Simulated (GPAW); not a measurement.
AlO:

```
Al O
1.0
     2.76919    0.00000    0.00000
     0.00000    2.76919    0.00000
     0.00000    0.00000    2.76919
Al O
1 1
Direct
  0.50000 0.50000 0.50000
  0.00000 0.00000 0.00000
```

The cell was built by a generator and needn't be a form met in nature.

| Item | Value |
| --- | --- |
| Program | GPAW 26.7.0 |
| Task | relaxation of cell and atoms |
| Functional | PBEsol |
| Potentials or basis | PAW data sets generated in the run's folder for this functional |
| Cutoff | 800 eV |
| Basis | pw |
| k mesh | 10 × 10 × 10 |
| Occupations | fermi-dirac, width 0.05 eV |
| Spin | no spin polarisation |

At the start: pressure -4.1 GPa; volume 10.62 Å³/atom.

Question: How do energy, volume and symmetry change on relaxing?

Answer: Over 3 steps the energy falls by 4.1 meV/atom and the volume is 10.29 Å³/atom (-3.1 %); space group Pm-3m (No. 221, to 0.05 Å).

Step by step:
| step | energy change (eV) | largest force (eV/Å) | pressure (GPa) | volume (Å³) |
| --- | --- | --- | --- | --- |
| 1 | 0.0000 | 0.0000 | -4.07 | 21.24 |
| 2 | -0.0028 | 0.0000 | -3.34 | 21.11 |
| 3 | -0.0082 | 0.0000 | 0.09 | 20.58 |

Final structure:
```
Al O
1.0
     2.74055    0.00000    0.00000
     0.00000    2.74055    0.00000
     0.00000    0.00000    2.74055
Al O
1 1
Cartesian
  1.3703 1.3703 1.3703
  0.0000 0.0000 0.0000
```

Caveat: later steps reuse the first step's grids; an odd number of electrons without spin polarisation forces a metal; a magnetic or distorted state may lie lower.
